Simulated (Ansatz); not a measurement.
Runs of Ansatz 0.2.0 on C. Symmetry: Fd-3m, No. 227, cubic system. Conventional cell: a = 3.567 Å, b = 3.567 Å, c = 3.567 Å, α = 90.00°, β = 90.00°, γ = 90.00°. C (site symmetry -43m) is surrounded by 4 C at 1.54 Å. This isn't the form of C at room conditions, which is graphite.

| task | level | cell | k mesh | smearing | q mesh | points for each segment of the path | mesh quality | gap on the mesh (eV) | pressure (GPa) | relaxed volume (Å³/atom) |
| --- | --- | --- | --- | --- | --- | --- | --- | --- | --- | --- |
| single point | PBE | as given | 13 × 13 × 13 | gaussian 0.029 eV | - | - | not flagged | 4.15 | 1.8 | - |
| single point | PBE | as given | 13 × 13 × 13 | gaussian 0.019 eV | - | - | not flagged | 4.15 | 1.8 | - |
| single point | PBE | as given | 13 × 13 × 13 | gaussian 0.022 eV | - | - | not flagged | 4.15 | 1.8 | - |
| relaxation of cell and atoms | revPBE+D3(BJ) | relaxed | 13 × 13 × 13 | fermi-dirac 0.05 eV | - | - | not flagged | 4.17 | 0.0 | (b) |
| single point | PBE | as given | 13 × 13 × 13 | gaussian 0.028 eV | - | - | not flagged | 4.15 | 1.8 | - |
| single point | PBE | as given | 13 × 13 × 13 | gaussian 0.021 eV | - | - | not flagged | 4.15 | 1.8 | - |
| phonons | PBEsol | as given | 10 × 10 × 10 | fixed | 2 × 2 × 2 | 8 | not flagged | 4.04 | - | - |
| single point | PBE | as given | 13 × 13 × 13 | gaussian 0.013 eV | - | - | not flagged | 4.15 | 1.8 | - |
| relaxation of cell and atoms | PBE+D4 | relaxed | 13 × 13 × 13 | fermi-dirac 0.05 eV | - | - | not flagged | 4.17 | 0.0 | (a) |
| single point | PBE | as given | 13 × 13 × 13 | gaussian 0.027 eV | - | - | not flagged | 4.15 | 1.8 | - |
| relaxation of cell and atoms | HSE03 | relaxed | 7 × 7 × 7 | fermi-dirac 0.05 eV | - | - | coarse | 5.22 | 0.0 | 5.58 |
| relaxation of cell and atoms | HSE06 | relaxed | 7 × 7 × 7 | fermi-dirac 0.05 eV | - | - | coarse | 5.45 | 0.0 | 5.57 |

Alike in all rows: potentials or basis Ansatz PAW; no spin polarisation; cutoff (eV) 420.

Question: Estimate the missing entries.

Answer: (a) 5.63; (b) 5.61.

Caveats: some runs use coarse meshes; odd divisions of the mesh miss points on the zone boundary, where band edges often lie, so the gap on the mesh can be too wide (some runs); the plane-wave basis is chosen anew once the cell has moved, so the energies of steps on either side of that aren't comparable (some runs); the PAW data sets come from PBE, with cores solved anew for the run's functional, which leaves a small shift of forces and pressure (some runs).

A k mesh can miss the band edges.
